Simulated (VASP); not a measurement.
# Band edges against the vacuum: C(110), part 2 of 3

Aim: ionisation energy and electron affinity of C(110), from a slab and a bulk run lined up through core potentials.

VASP 6.6.1; PBEsol; plane waves and PAW (C).

So far, gap on the k-mesh (eV): step 3 (band edges of the bulk) 4.03.

## (4) Surface relaxation

System of this step: C(110). The cell holds 18 atoms: 18 C. Its edges and angles: a = 2.515 Å, b = 3.557 Å, c = 26.060 Å, α = 90.0°, β = 90.0°, γ = 90.0°. It derives from C. 9 layers, cut at this functional's lattice. Vacuum lies along c.

All atoms relax at the fixed cell.

File INCAR:

```
SYSTEM = C
PREC = Normal
ENCUT = 440
EDIFF = 1E-05
NELM = 120
ISMEAR = 0
SIGMA = 0.03
LREAL = Auto
ALGO = Fast
GGA = PS
NBANDS = 54
LORBIT = 11
LWAVE = .FALSE.
LCHARG = .FALSE.
KPAR = 4
LASPH = .TRUE.
IBRION = 2
NSW = 60
ISIF = 2
EDIFFG = -0.03
POTIM = 0.4
MAXMIX = 40
IDIPOL = 3
LDIPOL = .TRUE.
DIPOL = 0.5 0.5 0.5
```

File POSCAR:

```
C
1.0
    2.5149201836      0.0000000000      0.0000000000
    0.0000000000      3.5566342320      0.0000000000
    0.0000000000      0.0000000000     26.0596807346
C
18
Direct
    0.7500000000      0.3750000000      0.6930123600
    0.2500000000      0.6250000000      0.6930123600
    0.2500000000      0.8750000000      0.6447592700
    0.7500000000      0.1250000000      0.6447592700
    0.7500000000      0.3750000000      0.5965061800
    0.2500000000      0.6250000000      0.5965061800
    0.2500000000      0.8750000000      0.5482530900
    0.7500000000      0.1250000000      0.5482530900
    0.7500000000      0.3750000000      0.5000000000
    0.2500000000      0.6250000000      0.5000000000
    0.2500000000      0.8750000000      0.4517469100
    0.7500000000      0.1250000000      0.4517469100
    0.7500000000      0.3750000000      0.4034938200
    0.2500000000      0.6250000000      0.4034938200
    0.2500000000      0.8750000000      0.3552407300
    0.7500000000      0.1250000000      0.3552407300
    0.7500000000      0.3750000000      0.3069876400
    0.2500000000      0.6250000000      0.3069876400
```

File KPOINTS:

```
Automatic mesh
0
Gamma
9 7 1
0 0 0
```

PAW data sets: C (PBE family, release 64).

On the command line:

```sh
$ mpirun -np 4 vasp_std
```

Output:

```text
[banner, memory and clock lines left out]
running    4 mpi-ranks, on    1 nodes
 distrk:  each k-point on    1 cores,    4 groups
 distr:  one band on    1 cores,    1 groups

 POSCAR found type information on POSCAR C
 POSCAR found :  1 types and      18 ions
 [... a notice as in an earlier step ...]

 LDA part: xc-table for (Slater+PW92), standard interpolation
 POSCAR, INCAR and KPOINTS ok, starting setup
 FFT: planning ... GRIDC
 FFT: planning ... GRID_SOFT
 FFT: planning ... GRID
 WAVECAR not read
 entering main loop
       N       E                     dE             d eps       ncg     rms          rms(c)
DAV:   1     0.386010541794E+03    0.38601E+03   -0.31838E+04  2192   0.104E+03
DAV:   2    -0.131639869634E+03   -0.51765E+03   -0.49676E+03  2904   0.270E+02
DAV:   3    -0.170058113220E+03   -0.38418E+02   -0.37905E+02  2672   0.732E+01
DAV:   4    -0.171068836605E+03   -0.10107E+01   -0.10074E+01  3200   0.128E+01
DAV:   5    -0.171096132179E+03   -0.27296E-01   -0.27265E-01  3064   0.194E+00    0.165E+01
RMM:   6    -0.166734413407E+03    0.43617E+01   -0.29123E+00  2160   0.613E+00    0.961E+00
RMM:   7    -0.165327822063E+03    0.14066E+01   -0.49500E+00  2171   0.821E+00    0.187E+00
RMM:   8    -0.165327555409E+03    0.26665E-03   -0.32722E-01  2202   0.255E+00    0.344E-01
RMM:   9    -0.165330940823E+03   -0.33854E-02   -0.64477E-02  2296   0.951E-01    0.221E-01
RMM:  10    -0.165331243225E+03   -0.30240E-03   -0.87151E-03  2217   0.391E-01    0.606E-02
RMM:  11    -0.165332306791E+03   -0.10636E-02   -0.33061E-03  2525   0.197E-01    0.266E-02
RMM:  12    -0.165332826129E+03   -0.51934E-03   -0.55484E-04  2421   0.858E-02    0.208E-02
RMM:  13    -0.165333057864E+03   -0.23174E-03   -0.10084E-04  1977   0.348E-02    0.988E-03
RMM:  14    -0.165333251107E+03   -0.19324E-03   -0.64267E-05  1626   0.231E-02    0.583E-03
RMM:  15    -0.165333247716E+03    0.33907E-05   -0.30862E-05  1525   0.145E-02
   1 F= -.16533325E+03 E0= -.16533325E+03  d E =-.165333E+03
 curvature:   0.00 expect dE= 0.000E+00 dE for cont linesearch  0.000E+00
 trial: gam= 0.00000 g(F)=  0.361E+01 g(S)=  0.000E+00 ort = 0.000E+00 (trialstep = 0.100E+01)
 search vector abs. value=  0.361E+01
 bond charge predicted
       N       E                     dE             d eps       ncg     rms          rms(c)
DAV:   1    -0.165638184655E+03   -0.30493E+00   -0.29743E+02  2404   0.686E+01    0.547E+00
RMM:   2    -0.165904215844E+03   -0.26603E+00   -0.52282E+00  2194   0.977E+00    0.246E+00
RMM:   3    -0.165975719062E+03   -0.71503E-01   -0.76562E-01  2246   0.358E+00    0.101E+00
RMM:   4    -0.165994606259E+03   -0.18887E-01   -0.20922E-01  2292   0.173E+00    0.845E-01
RMM:   5    -0.165991210967E+03    0.33953E-02   -0.42357E-02  2234   0.774E-01    0.203E-01
RMM:   6    -0.165991721482E+03   -0.51052E-03   -0.96617E-03  2495   0.357E-01    0.737E-02
RMM:   7    -0.165991959357E+03   -0.23787E-03   -0.12854E-03  2349   0.132E-01    0.485E-02
RMM:   8    -0.165992159873E+03   -0.20052E-03   -0.38314E-04  2213   0.664E-02    0.216E-02
RMM:   9    -0.165992330868E+03   -0.17099E-03   -0.15698E-04  2018   0.412E-02    0.114E-02
RMM:  10    -0.165992348484E+03   -0.17616E-04   -0.48230E-05  1707   0.211E-02    0.608E-03
RMM:  11    -0.165992360370E+03   -0.11886E-04   -0.70948E-06  1455   0.104E-02    0.234E-03
RMM:  12    -0.165992361181E+03   -0.81072E-06   -0.21586E-06  1387   0.628E-03
   2 F= -.16599236E+03 E0= -.16599103E+03  d E =-.659113E+00
[... from here on, the cycles between the ionic steps are left out ...]
   3 F= -.16650077E+03 E0= -.16649969E+03  d E =-.116753E+01
   4 F= -.16694245E+03 E0= -.16694219E+03  d E =-.441680E+00
   5 F= -.16694659E+03 E0= -.16694635E+03  d E =-.445820E+00
   6 F= -.16692921E+03 E0= -.16692921E+03  d E =0.173815E-01
   7 F= -.16699543E+03 E0= -.16699543E+03  d E =-.488395E-01
   8 F= -.16701709E+03 E0= -.16701709E+03  d E =-.216612E-01
   9 F= -.16701744E+03 E0= -.16701744E+03  d E =-.220076E-01
  10 F= -.16702147E+03 E0= -.16702146E+03  d E =-.402503E-02
  11 F= -.16702438E+03 E0= -.16702438E+03  d E =-.693851E-02
  12 F= -.16703137E+03 E0= -.16703137E+03  d E =-.699106E-02
  13 F= -.16704010E+03 E0= -.16704009E+03  d E =-.157191E-01
  14 F= -.16704418E+03 E0= -.16704418E+03  d E =-.408668E-02
  15 F= -.16704574E+03 E0= -.16704574E+03  d E =-.564665E-02
  16 F= -.16704737E+03 E0= -.16704737E+03  d E =-.162963E-02
  17 F= -.16704787E+03 E0= -.16704787E+03  d E =-.212503E-02
 curvature:  -0.87 expect dE=-0.119E-02 dE for cont linesearch -0.327E-05
 trial: gam= 0.14193 g(F)=  0.137E-02 g(S)=  0.000E+00 ort = 0.265E-03 (trialstep = 0.391E+00)
 search vector abs. value=  0.182E-02
 bond charge predicted
       N       E                     dE             d eps       ncg     rms          rms(c)
DAV:   1    -0.167048160385E+03   -0.29299E-03   -0.22532E-02  2418   0.688E-01    0.262E-02
RMM:   2    -0.167048175649E+03   -0.15264E-04   -0.37722E-04  2204   0.890E-02    0.190E-02
RMM:   3    -0.167048187887E+03   -0.12238E-04   -0.59141E-05  1934   0.339E-02    0.869E-03
RMM:   4    -0.167048189508E+03   -0.16212E-05   -0.14114E-05  1476   0.151E-02
  18 F= -.16704819E+03 E0= -.16704819E+03  d E =-.319884E-03
 trial-energy change:   -0.000320  1 .order   -0.000316   -0.000548   -0.000084
 step:   0.4610(harm=  0.4610)  dis= 0.00112  next Energy=  -167.048193 (dE=-0.324E-03)
 reached required accuracy - stopping structural energy minimisation
```

Elapsed: 3 min, on 4 MPI ranks of AMD EPYC 9R45, shared host; peak memory 1.1 GiB.

Parts of OUTCAR (step 4):

```text
  LATTYP: Found a simple orthorhombic cell.
 ALAT       =     2.5149201836
 B/A-ratio  =     1.4142135624
 C/A-ratio  =    10.3620309322

 Subroutine GETGRP returns: Found  8 space group operations
 (whereof  4 operations were pure point group operations)

The static configuration has the point symmetry C_2h.
 The point group associated with its full space group is D_2h.

 Found     20 irreducible k-points:

   k-points           NKPTS =     20   k-points in BZ     NKDIM =     20   number of bands    NBANDS=     54

   dimension x,y,z NGX =    14 NGY =   18 NGZ =  140
   dimension x,y,z NGXF=    28 NGYF=   36 NGZF=  280

   ENCUT  =  440.0 eV  32.34 Ry    5.69 a.u.   4.30  6.08 44.57*2*pi/ulx,y,z

   NELECT =      72.0000    total number of electrons

 dipolmoment           0.000000      0.000000     -0.000000 electrons x Angstroem

 E-fermi :   1.4957

 k-point     1 :       0.0000    0.0000    0.0000
  band No.  band energies     occupation
    ...
     32      -0.6718      2.00000
     33      -0.1732      2.00000
     34       0.3686      2.00000
     35       0.9115      2.00000
     36       1.3367      2.00000
     37       3.9564      0.00000
     38       4.4136      0.00000
     39       5.4339      0.00000
     40       5.9670      0.00000
     41       6.1824      0.00000
    ...

 k-point     2 :       0.1111    0.0000    0.0000
  band No.  band energies     occupation
    ...
     32      -1.1974      2.00000
     33      -0.7388      2.00000
     34      -0.6851      2.00000
     35       0.5368      2.00000
     36       0.6632      2.00000
     37       4.1742      0.00000
     38       4.5232      0.00000
     39       6.1991      0.00000
     40       6.2625      0.00000
     41       6.5225      0.00000
    ...

  Total       -4.5980931     15.8805290     -1.2313651      0.0000000      0.0000000      0.0000000
  in kB      -31.6050037    109.1548520     -8.4637910      0.0000000      0.0000000      0.0000000
  external PRESSURE =      23.0286858 kB  Pullay stress =       0.0000000 kB

  energy-cutoff  :      440.00
  volume of cell :      233.09
      direct lattice vectors                 reciprocal lattice vectors
     2.514920184  0.000000000  0.000000000     0.397626933  0.000000000  0.000000000
     0.000000000  3.556634232  0.000000000     0.000000000  0.281164701  0.000000000
     0.000000000  0.000000000 26.059680735     0.000000000  0.000000000  0.038373456

 POSITION                                       TOTAL-FORCE (eV/Angst)
 -----------------------------------------------------------------------------------
      1.88619      1.43864     17.89124        -0.000000      0.007995      0.006675
      0.62873      2.11800     17.89124         0.000000     -0.007995      0.006675
      0.62873      3.14736     16.83395         0.000000      0.000061     -0.018502
      1.88619      0.40928     16.83395         0.000000     -0.000061     -0.018502
      1.88619      1.33658     15.54530        -0.000000      0.004881     -0.022181
      0.62873      2.22005     15.54530        -0.000000     -0.004881     -0.022181
      0.62873      3.11330     14.29001         0.000000      0.002658      0.012439
      1.88619      0.44333     14.29001         0.000000     -0.002658      0.012439
      1.88619      1.33463     13.02984         0.000000     -0.010036      0.000000
      0.62873      2.22201     13.02984        -0.000000      0.010036      0.000000
      0.62873      3.11330     11.76967         0.000000      0.002658     -0.012439
      1.88619      0.44333     11.76967        -0.000000     -0.002658     -0.012439
      1.88619      1.33658     10.51438        -0.000000      0.004881      0.022181
      0.62873      2.22005     10.51438        -0.000000     -0.004881      0.022181
      0.62873      3.14736      9.22573         0.000000      0.000061      0.018502
      1.88619      0.40928      9.22573        -0.000000     -0.000061      0.018502
      1.88619      1.43864      8.16844         0.000000      0.007995     -0.006675
      0.62873      2.11800      8.16844         0.000000     -0.007995     -0.006675
 -----------------------------------------------------------------------------------
    total drift:                                0.000000     -0.000000     -0.000000

  FREE ENERGIE OF THE ION-ELECTRON SYSTEM (eV)
  ---------------------------------------------------
  free  energy   TOTEN  =      -167.0481895081 eV

  energy  without entropy=     -167.0481842187  energy(sigma->0) =     -167.04818686

 vacuum level on the upper side and lower side of the slab         6.608         6.608

 total charge
# of ion       s       p       d       tot
------------------------------------------
    1        0.853   1.759   0.000   2.613
    2        0.853   1.759   0.000   2.613
    3        0.840   1.770   0.000   2.610
    4        0.840   1.770   0.000   2.610
    5        0.830   1.733   0.000   2.563
    6        0.830   1.733   0.000   2.563
    7        0.828   1.747   0.000   2.575
    8        0.828   1.747   0.000   2.575
    9        0.828   1.749   0.000   2.577
   10        0.828   1.749   0.000   2.577
   11        0.828   1.747   0.000   2.575
   12        0.828   1.747   0.000   2.575
   13        0.830   1.733   0.000   2.563
   14        0.830   1.733   0.000   2.563
   15        0.840   1.770   0.000   2.610
   16        0.840   1.770   0.000   2.610
   17        0.853   1.759   0.000   2.613
   18        0.853   1.759   0.000   2.613
--------------------------------------------------
tot         15.060  31.538   0.000  46.597

[... 1 part as in an earlier step ...]

[... 7 further parts left out ...]
```

CONTCAR:

```
C
   1.00000000000000
     2.5149201836000001    0.0000000000000000    0.0000000000000000
     0.0000000000000000    3.5566342320000000    0.0000000000000000
     0.0000000000000000    0.0000000000000000   26.0596807346000006
  C
    18
Direct
     0.7500000000000000    0.4044936855552266    0.6865487613472082
     0.2500000000000000    0.5955063144447733    0.6865487613472082
     0.2500000000000000    0.8849263042789203    0.6459766690817379
     0.7500000000000000    0.1150736957210796    0.6459766690817379
     0.7500000000000000    0.3757992103150543    0.5965267191396222
     0.2500000000000000    0.6242007896849459    0.5965267191396222
     0.2500000000000000    0.8753499206462436    0.5483571352868754
     0.7500000000000000    0.1246500793537565    0.5483571352868754
     0.7500000000000000    0.3752506026515766    0.5000000000000000
     0.2500000000000000    0.6247493973484235    0.5000000000000000
     0.2500000000000000    0.8753499206462436    0.4516428647131249
     0.7500000000000000    0.1246500793537565    0.4516428647131249
     0.7500000000000000    0.3757992103150543    0.4034732808603777
     0.2500000000000000    0.6242007896849459    0.4034732808603777
     0.2500000000000000    0.8849263042789203    0.3540233309182622
     0.7500000000000000    0.1150736957210796    0.3540233309182622
     0.7500000000000000    0.4044936855552266    0.3134512386527918
     0.2500000000000000    0.5955063144447733    0.3134512386527918
```

The run keeps the 8 symmetry operations of its start, so it cannot find a distortion of lower symmetry.

Step by step:

```tsv
step	energy less that of the first step (eV)	largest force (eV/Å)
1	0.0000	4.5294
2	-0.6591	3.9928
3	-1.1675	1.8511
4	-1.6092	1.0269
5	-1.6133	0.9219
6	-1.5960	1.5421
7	-1.6622	0.4143
8	-1.6838	0.2933
9	-1.6842	0.3193
10	-1.6882	0.4002
11	-1.6911	0.1741
12	-1.6981	0.1187
13	-1.7069	0.2410
14	-1.7109	0.1342
15	-1.7125	0.1435
16	-1.7141	0.0943
17	-1.7146	0.0560
18	-1.7149	0.0227
```

The atoms that moved most (Å):

```tsv
atom	dx	dy	dz	length
C1	0.000	0.105	-0.168	0.198
C2	0.000	-0.105	-0.168	0.198
C18	0.000	-0.105	0.168	0.198
C17	0.000	0.105	0.168	0.198
C3	0.000	0.035	0.032	0.047
C4	0.000	-0.035	0.032	0.047
C15	0.000	0.035	-0.032	0.047
C16	0.000	-0.035	-0.032	0.047
```

The relaxed structure:

```xyz
18
Lattice="2.5149 0.0000 0.0000 0.0000 3.5566 0.0000 0.0000 0.0000 26.0597" Properties=species:S:1:pos:R:3
C     1.8862    1.4386   17.8912
C     0.6287    2.1180   17.8912
C     0.6287    3.1474   16.8339
C     1.8862    0.4093   16.8339
C     1.8862    1.3366   15.5453
C     0.6287    2.2201   15.5453
C     0.6287    3.1133   14.2900
C     1.8862    0.4433   14.2900
C     1.8862    1.3346   13.0298
C     0.6287    2.2220   13.0298
C     0.6287    3.1133   11.7697
C     1.8862    0.4433   11.7697
C     1.8862    1.3366   10.5144
C     0.6287    2.2201   10.5144
C     0.6287    3.1474    9.2257
C     1.8862    0.4093    9.2257
C     1.8862    1.4386    8.1684
C     0.6287    2.1180    8.1684
```

Numbers from this step:

* electronic cycles: 133
* electrons: 72
* free energy (TOTEN): -167.0482 eV
* Fermi energy: 1.496 eV
* dipole moment: 0, 0, 0 e·Å

The run ended after 18 ionic steps, 1.715 eV below its first step, once the forces on the free atoms met EDIFFG = -0.03.

The mesh of this run shows a spacing at the Fermi level, but the static run finds the slab metallic.

(Part 2 of 3 ends here.)

[Lines on the potential files, build, host, timing and source positions are cut from VASP's logs without a mark.]

[Logs are printed without paths, hosts, clocks, repeated set-up lines and the standing remarks that a program may print on its own settings, such as how far it seeks lower states.]

[Hosts, paths, dates, database ids (printed as entryN), source tags and the programs' standing remarks are cut or masked in the printed files.]

[Runs that stopped without an error message from VASP are left out.]
